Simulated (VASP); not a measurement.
The system is TiAl.

```
Ti Al
1.0
     3.01800    0.00000    0.00000
     0.00000    3.01800    0.00000
     0.00000    0.00000    3.01800
Ti Al
1 1
Direct
  0.50000 0.50000 0.50000
  0.00000 0.00000 0.00000
```

- Program: VASP 6.6.1
- Task: relaxation of cell and atoms
- Functional: PBE
- Potentials or basis: VASP PAW PBE potentials, release 64 (Ti_sv, Al)
- Cutoff: 520 eV
- k mesh: 14 × 14 × 14
- Occupations: gaussian, width 0.1 eV
- Spin: no spin polarisation

At the start: pressure 24.9 GPa; volume 13.74 Å³/atom.

Problem. How do energy, volume and symmetry change on relaxing?

Solution. Over 19 steps the energy falls by 164.3 meV/atom and the volume is 16.17 Å³/atom (+17.6 %); space group Pm-3m (No. 221, to 0.05 Å).

Step by step:
```tsv
step	energy change (eV)	largest force (eV/Å)	pressure (GPa)	volume (Å³)
1	0.0000	0.0000	24.92	27.49
2	-0.1465	0.0000	-11.38	36.90
3	-0.3287	0.0000	-0.21	32.38
4	-0.3287	0.0000	0.15	32.27
5	-0.3287	0.0000	0.15	32.27
6	-0.3287	0.0000	0.14	32.28
7	-0.3287	0.0000	0.16	32.28
8	-0.3287	0.0000	0.16	32.28
9	-0.3287	0.0000	0.16	32.28
10	-0.3287	0.0000	0.16	32.28
11	-0.3287	0.0000	0.16	32.28
12	-0.3287	0.0000	0.15	32.28
13	-0.3287	0.0000	0.15	32.28
14	-0.3287	0.0000	0.14	32.28
15	-0.3287	0.0000	0.12	32.28
16	-0.3287	0.0000	0.15	32.28
17	-0.3287	0.0000	0.13	32.29
18	-0.3287	0.0000	0.11	32.31
19	-0.3287	0.0000	-0.06	32.34
```

Final structure:
```xyz
2
Lattice="3.1860 0.0000 0.0000 0.0000 3.1860 0.0000 0.0000 0.0000 3.1860" Properties=species:S:1:pos:R:3 pbc="T T T"
Ti    1.5930    1.5930    1.5930
Al    3.1860    0.0000    3.1860
```

Caveat: the volume moved by over 15 % at a fixed basis, so the end points are rough; the volume moved by +18 % from the deposited cell, more than functionals usually miss.
